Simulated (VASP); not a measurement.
# Na (Pm-3m) in VASP: a series of runs

The runs below take Na through single point, relaxation of cell and atoms, with PBE.

Everything below comes from runs of VASP 6.6.1. Logs are shortened: lines on timing, memory, paths and dates and some standing lists are left out, and cuts for length are marked.

## 1. The crystal as given

It takes space group Pm-3m (No. 221, cubic). Conventional cell: a = 3.228 Å, b = 3.228 Å, c = 3.228 Å, α = 90.00°, β = 90.00°, γ = 90.00°. Na (site symmetry m-3m) is surrounded by 6 Na at 3.23 Å.

This isn't the form of Na at room conditions, which is bcc.

## 2. Single point, PBE

The input, INCAR:

```
SYSTEM = Na
PREC = Accurate
ENCUT = 520
EDIFF = 1E-6
ISMEAR = -1
SIGMA = 0.08
LREAL = .FALSE.
LASPH = .TRUE.
NELM = 100
ALGO = Normal
ISIF = 2
LWAVE = .FALSE.
LCHARG = .FALSE.
GGA = PE
NBANDS = 10
```

The input, KPOINTS:

```
Automatic mesh
0
G
  12 12 12
  0 0 0
```

The input, POSCAR:

```
Na
1.0
    3.2277728888      0.0000000000      0.0000000000
    0.0000000000      3.2277728888      0.0000000000
    0.0000000000      0.0000000000      3.2277728888
Na
1
Direct
    0.0000000000      0.0000000000      0.0000000000
```

Potentials or basis: VASP PAW PBE potentials, release 64 (Na_pv).

On the command line:

```console
$ cat potpaw_PBE.64/Na_pv/POTCAR > POTCAR
$ mpirun -np 1 vasp_std > vasp.out
```

OUTCAR:

```text
SYSTEM = Na
   PREC = Accurate
   ENCUT = 520
   EDIFF = 1E-6
   ISMEAR = -1
   LREAL = .FALSE.
   LASPH = .TRUE.
   NELM = 100
   ISIF = 2
   GGA = PE

 ion  position               nearest neighbor table
   1  0.000  0.000  0.000-

  LATTYP: Found a simple cubic cell.
 ALAT       =     3.2277728888

  Lattice vectors:

 A1 = (   3.2277728888,   0.0000000000,   0.0000000000)
 A2 = (   0.0000000000,   3.2277728888,   0.0000000000)
 A3 = (   0.0000000000,   0.0000000000,   3.2277728888)

Analysis of symmetry for initial positions (statically):
=====================================================================
 Subroutine PRICEL returns:
 Original cell was already a primitive cell.

 Routine SETGRP: Setting up the symmetry group for a
 simple cubic supercell.

 Subroutine GETGRP returns: Found 48 space group operations
 (whereof 48 operations were pure point group operations)
 out of a pool of 48 trial point group operations.

The static configuration has the point symmetry O_h .

Analysis of symmetry for dynamics (positions and initial velocities):
=====================================================================
 Subroutine PRICEL returns:
 Original cell was already a primitive cell.

 Routine SETGRP: Setting up the symmetry group for a
 simple cubic supercell.

 Subroutine GETGRP returns: Found 48 space group operations
 (whereof 48 operations were pure point group operations)
 out of a pool of 48 trial point group operations.

The dynamic configuration has the point symmetry O_h .

 Subroutine INISYM returns: Found 48 space group operations
 (whereof 48 operations are pure point group operations),
 and found     1 'primitive' translations

----------------------------------------------------------------------------------------

                                     Primitive cell

  volume of cell :      33.6286

  direct lattice vectors                    reciprocal lattice vectors
     3.227772889  0.000000000  0.000000000     0.309811141  0.000000000  0.000000000
     0.000000000  3.227772889  0.000000000     0.000000000  0.309811141  0.000000000
     0.000000000  0.000000000  3.227772889     0.000000000  0.000000000  0.309811141

  length of vectors
     3.227772889  3.227772889  3.227772889     0.309811141  0.309811141  0.309811141

  position of ions in fractional coordinates (direct lattice)
     0.000000000  0.000000000  0.000000000

  ion indices of the primitive-cell ions
   primitive index   ion index
                 1           1

----------------------------------------------------------------------------------------

 KPOINTS: Automatic mesh

Automatic generation of k-mesh.
 Grid dimensions read from file:
 generate k-points for:   12   12   12

 Generating k-lattice:

  Cartesian coordinates                     Fractional coordinates (reciprocal lattice)
     0.025817595  0.000000000  0.000000000     0.083333333  0.000000000  0.000000000
     0.000000000  0.025817595  0.000000000     0.000000000  0.083333333  0.000000000
     0.000000000  0.000000000  0.025817595     0.000000000  0.000000000  0.083333333

  Length of vectors
     0.025817595  0.025817595  0.025817595

  Shift w.r.t. Gamma in fractional coordinates (k-lattice)
     0.000000000  0.000000000  0.000000000

 Subroutine IBZKPT returns following result:
 ===========================================

 Found     84 irreducible k-points:

 Following reciprocal coordinates:
            Coordinates               Weight
  0.000000  0.000000  0.000000      1.000000
  0.083333  0.000000  0.000000      6.000000
  0.166667  0.000000  0.000000      6.000000
  0.250000  0.000000  0.000000      6.000000
  0.333333  0.000000  0.000000      6.000000
  0.416667  0.000000  0.000000      6.000000
[... 16 lines left out ...]
  0.333333  0.333333  0.000000     12.000000
  0.416667  0.333333  0.000000     24.000000
 [... further k-points ...]
   k-points           NKPTS =     84   k-points in BZ     NKDIM =     84   number of bands    NBANDS=     10
   number of dos      NEDOS =    301   number of ions     NIONS =      1
   total plane-waves  NPLWV =  13824
   dimension x,y,z NGX =    24 NGY =   24 NGZ =   24
   dimension x,y,z NGXF=    48 NGYF=   48 NGZF=   48
   ions per type =               1
   NGX,Y,Z   is equivalent  to a cutoff of  12.36, 12.36, 12.36 a.u.
   NGXF,Y,Z  is equivalent  to a cutoff of  24.72, 24.72, 24.72 a.u.
 SYSTEM =  Na
   PREC   = accura    normal or accurate (medium, high low for compatibility)
   ISTART =      0    job   : 0-new  1-cont  2-samecut
   ICHARG =      2    charge: 1-file 2-atom 10-const
   ISPIN  =      1    spin polarized calculation?
   LNONCOLLINEAR =      F non collinear calculations
   LSORBIT =      F    spin-orbit coupling
   LASPH  =      T    aspherical Exc in radial PAW
   ENCUT  =  520.0 eV  38.22 Ry    6.18 a.u.   6.00  6.00  6.00*2*pi/ulx,y,z
   NELM   =    100;   NELMIN=  2; NELMDL= -5     # of ELM steps
   EDIFF  = 0.1E-05   stopping-criterion for ELM
   LREAL  =      F    real-space projection
   EDIFFG = 0.1E-04   stopping-criterion for IOM
   NSW    =      0    number of steps for IOM
   IBRION =     -1    ionic relax: 0-MD 1-quasi-New 2-CG
   NFREE  =      0    steps in history (QN), initial steepest desc. (CG)
   ISIF   =      2    stress and relaxation
   ISYM   =      2    0-nonsym 1-usesym 2-fastsym
   POTIM  = 0.5000    time-step for ionic-motion
   TEBEG  =    0.0;   TEEND  =   0.0 temperature during run
   PSTRESS=    0.0 pullay stress
   NELECT =       7.0000    total number of electrons
   NUPDOWN=      -1.0000    fix difference up-down
   EMIN   =  10.00;   EMAX   =-10.00  energy-range for DOS
   EFERMI =   0.00;   METHOD = LEGACY
   ISMEAR =    -1;   SIGMA  =   0.08  broadening in eV -4-tet -1-fermi 0-gaus
   EFERMI_NEDOS =   21; number of points for ismear=-14 and -15
   IALGO  =     38    algorithm
   IMIX   =      4    mixing-type and parameters
     AMIX     =   0.40;   BMIX     =  1.00
     AMIX_MAG =   1.60;   BMIX_MAG =  1.00
  volume/ion in A,a.u.               =      33.63       226.94
  Fermi-wavevector in a.u.,A,eV,Ry     =   0.970222  1.833454 12.807587  0.941331
  Thomas-Fermi vector in A             =   2.100339
   LORBIT       =      0    0 simple, 1 ext, 2 COOP (PROOUT), +10 PAW based schemes
   GGA     = PE    functional components
   LHFCALC =     F    Hartree Fock is set to
   AEXX    =    0.0000 exact exchange contribution
   IVDW    =     0    specifies the selected vdW correction
   LEPSILON=     F    determine dielectric tensor
   LRPA    =     F    only Hartree local field effects (RPA)
 non-spin polarized calculation
  energy-cutoff  :      520.00
  volume of cell :       33.63
 maximum number of plane-waves:       931
   NGX = 13   NGY = 13   NGZ = 13

 number of electron       6.9999976 magnetization

 Free energy of the ion-electron system (eV)
  ---------------------------------------------------
  ext. energy  EPLUGINS =         0.00000000
  ---------------------------------------------------
  free energy    TOTEN  =        -1.17393453 eV

  energy without entropy =       -1.16340638  energy(sigma->0) =       -1.16867045

 E-fermi :   0.6570     XC(G=0):  -6.7554

 val. band max:        0.6197538733   @ k =   0.5000   0.0000   0.0000
 cond. band min:       0.6724830742   @ k =   0.4167   0.2500   0.0833
 fundamental gap:      0.0527292009
 Fermi energy:         0.6569989244

 k-point     1 :       0.0000    0.0000    0.0000
  band No.  band energies     occupation
      1     -24.3932      2.00000
      2     -24.3932      2.00000
      3     -24.3932      2.00000
      4      -2.8450      2.00000
      5       9.5855      0.00000
      6       9.5855      0.00000
      7      11.2809      0.00000
      8      11.2809      0.00000
      9      11.2809      0.00000
     10      14.5936      0.00000

 k-point     2 :       0.0833    0.0000    0.0000
  band No.  band energies     occupation
      1     -24.3986      2.00000
      2     -24.3927      2.00000
      3     -24.3927      2.00000
      4      -2.7407      2.00000
      5       8.4638      0.00000
      6       9.6801      0.00000
      7      11.3602      0.00000
      8      11.3602      0.00000
      9      12.0352      0.00000
     10      15.2090      0.00000

 k-point     3 :       0.1667    0.0000    0.0000
  band No.  band energies     occupation
      1     -24.4134      2.00000
      2     -24.3915      2.00000
      3     -24.3915      2.00000
      4      -2.4294      2.00000
      5       6.7498      0.00000
      6       9.9620      0.00000
      7      11.5979      0.00000
      8      11.5979      0.00000
      9      12.8166      0.00000
     10      16.8668      0.00000

 k-point     4 :       0.2500    0.0000    0.0000
  band No.  band energies     occupation
      1     -24.4335      2.00000
      2     -24.3897      2.00000
      3     -24.3897      2.00000
      4      -1.9150      2.00000
      5       5.0597      0.00000
      6      10.4235      0.00000
      7      11.9920      0.00000
      8      11.9920      0.00000
      9      13.4794      0.00000
     10      18.0480      0.00000
[... 222 lines left out ...]
 k-point    22 :       0.5000    0.2500    0.0000
  band No.  band energies     occupation
      1     -24.4681      2.00000
      2     -24.4246      2.00000
      3     -24.3830      2.00000
      4       1.4466      0.00010
      5       1.8893      0.00000
      6       8.1794      0.00000
      7       8.7755      0.00000
      8      14.4970      0.00000
      9      15.4083      0.00000
     10      15.6860      0.00000

 k-point    23 :       0.3333    0.3333    0.0000
  band No.  band energies     occupation
      1     -24.4470      2.00000
      2     -24.4452      2.00000
      3     -24.3830      2.00000
      4       0.3839      1.93628
      5       4.6633      0.00000
      6       5.3996      0.00000
      7       9.5012      0.00000
      8      13.8414      0.00000
      9      14.6836      0.00000
     10      17.0263      0.00000

 k-point    24 :       0.4167    0.3333    0.0000
  band No.  band energies     occupation
      1     -24.4602      2.00000
      2     -24.4443      2.00000
      3     -24.3818      2.00000
      4       1.2509      0.00119
      5       3.5768      0.00000
      6       5.8996      0.00000
      7       8.2068      0.00000
      8      14.5367      0.00000
      9      15.5150      0.00000
     10      16.3788      0.00000

 [... further k-points ...]

------------------------ aborting loop because EDIFF is reached ----------------------------------------

  FORCE on cell =-STRESS in cart. coord.  units (eV):
  Direction    XX          YY          ZZ          XY          YZ          ZX
  --------------------------------------------------------------------------------------
  -------------------------------------------------------------------------------------
  Total        0.2840084      0.2840084      0.2840084      0.0000000      0.0000000      0.0000000
  in kB       13.5310934     13.5310934     13.5310934      0.0000000      0.0000000      0.0000000
  external PRESSURE =      13.5310934 kB  Pullay stress =       0.0000000 kB

 VOLUME and BASIS-vectors are now :
 -----------------------------------------------------------------------------
  energy-cutoff  :      520.00
  volume of cell :       33.63
      direct lattice vectors                 reciprocal lattice vectors
     3.227772889  0.000000000  0.000000000     0.309811141  0.000000000  0.000000000
     0.000000000  3.227772889  0.000000000     0.000000000  0.309811141  0.000000000
     0.000000000  0.000000000  3.227772889     0.000000000  0.000000000  0.309811141

 POSITION                                       TOTAL-FORCE (eV/Angst)
 -----------------------------------------------------------------------------------
      0.00000      0.00000      0.00000         0.000000      0.000000      0.000000
 -----------------------------------------------------------------------------------
    total drift:                                0.000000     -0.000000      0.000000

  FREE ENERGIE OF THE ION-ELECTRON SYSTEM (eV)
  ---------------------------------------------------
  free  energy   TOTEN  =        -1.1739345304 eV

  energy  without entropy=       -1.1634063784  energy(sigma->0) =       -1.16867045
```

Run time: 7.3 s. Hardware: 1 thread of Intel Xeon Platinum 8259CL at 2.50GHz (Skylake/Cascade Lake), shared host; peak memory 0.14 GiB.

Results:

* Free energy: -1.1739 eV
* Pressure: 1.4 GPa
* Band gap on the k mesh: none (metal or under the smearing width)

## 3. Relaxation of cell and atoms, PBE, target pressure 1.4 GPa, at which the enthalpy is minimised

This run uses another cell than the first one, of 34.27 Å³/atom, 1.019 times its volume.

The input, INCAR:

```
ALGO = Normal
EDIFF = 1E-6
EDIFFG = -0.005
ENCUT = 600
GGA = PE
IBRION = 2
ISIF = 3
ISMEAR = -1
LASPH = T
LCHARG = F
LREAL = F
LWAVE = F
NELM = 100
NSW = 60
PREC = Accurate
PSTRESS = 14.0
SIGMA = 0.08
```

The input, KPOINTS:

```
k-points
0
Gamma
  12 12 12
```

The input, POSCAR:

```
Na
1.0
    3.2480268638      0.0000000000      0.0000000000
    0.0000000000      3.2480268638      0.0000000000
    0.0000000000      0.0000000000      3.2480268638
Na
1
Direct
    0.0000000000      0.0000000000      0.0000000000
```

Potentials or basis: VASP PAW PBE potentials, release 64 (Na_pv).

On the command line:

```console
$ cat potpaw_PBE.64/Na_pv/POTCAR > POTCAR
$ mpirun -np 1 vasp_std > vasp.out
```

Wall time 40 s (1 thread of Intel Xeon Platinum 8259CL at 2.50GHz (Skylake/Cascade Lake), shared host); peak memory 0.16 GiB.

Results (log left out):

```yaml
Free_energy: -1.1744 eV
Relaxed_volume: 33.68 Å³/atom
Relaxed_cell: a = 3.229 Å, b = 3.229 Å, c = 3.229 Å, α = 90.00°, β = 90.00°, γ = 90.00°
Space_group_after_relaxing_to_0.05_Å: Pm-3m (No. 221)
Energy_change_on_relaxing_the_enthalpy_is_what_falls: +4.8 meV/atom
Ionic_steps: 6
Pressure_after_relaxing: 1.4 GPa
Band_gap_on_the_k_mesh: none (metal or under the smearing width)
```

The path:
```tsv
step	energy change (eV)	largest force (eV/Å)	pressure (GPa)	volume (Å³)
1	0.0000	0.0000	1.16	34.27
2	0.0020	0.0000	1.32	34.01
3	0.0030	0.0000	1.34	33.88
4	0.0052	0.0000	1.44	33.63
5	0.0043	0.0000	1.36	33.73
6	0.0048	0.0000	1.40	33.68
```

Final structure:
```
Na
1.0
     3.22928    0.00000    0.00000
     0.00000    3.22928    0.00000
     0.00000    0.00000    3.22928
Na
1
Direct
  0.00000 0.00000 0.00000
```

Levels at points of the mesh, in eV from the Fermi level:
```tsv
k point	band 1	band 2	band 3	band 4	band 5	band 6	band 7
(0.00, 0.00, 0.00)	-25.05	-25.05	-25.05	-3.50	8.92	8.92	10.61
(0.50, 0.00, 0.00)	-25.13	-25.04	-25.04	-0.04	0.31	11.47	12.99
(0.50, 0.50, 0.00)	-25.12	-25.12	-25.04	3.27	3.31	3.31	4.67
(0.50, 0.50, 0.50)	-25.11	-25.11	-25.11	6.25	6.25	6.25	6.75
```

Caveat: the cell is relaxed towards a set pressure, so the enthalpy falls and the energy may rise.
